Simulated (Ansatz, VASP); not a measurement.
**Two plane-wave programs on WSe2**

```xyz
3
Lattice="3.1175 0.0000 0.0000 -1.5587 2.6998 0.0000 0.0000 0.0000 16.6603" Properties=species:S:1:pos:R:3 pbc="T T T"
W     0.0000    0.0000   -0.0344
Se    0.0000    1.7999    1.7048
Se    0.0000    1.7999   15.0355
```

Change from the starting cell: mode 9 frozen in at -0.040 Å, equal normal strain along x and y -0.0400.

Alike in both runs: task single point; functional LDA; k mesh 9 × 9 × 2; occupations gaussian, width 0.05 eV; no spin polarisation.

|  | VASP | Ansatz |
| --- | --- | --- |
| version | VASP 6.6.1 | Ansatz 0.2.0 |
| potentials or method | VASP PAW LDA potentials, release 64 (W_sv, Se) | scalar-relativistic, plane waves, PAW |
| plane-wave cutoff (eV) | 520 | 420 |
| valence electrons in the cell | 26 | 46 |

Ansatz gave:

| Item | Value |
| --- | --- |
| gap on the k mesh at the Fermi level (eV) | 1.71 |
| least direct gap on the mesh (eV) | 2.27 |
| rms of the force components (eV/Å) | 1.250 |

Problem. What did VASP give for the same quantities?

Solution. gap on the k mesh at the Fermi level (eV): 1.72; least direct gap on the mesh (eV): 2.27; rms of the force components (eV/Å): 1.291.

Atom by atom the forces differ by 0.064 eV/Å (rms over components). The two sets of potentials don't hold the same shells in valence. Ansatz warned: «pseudo_functional_mismatch».

Caveats: spin-orbit coupling is left out, which moves the levels of the heavy elements.
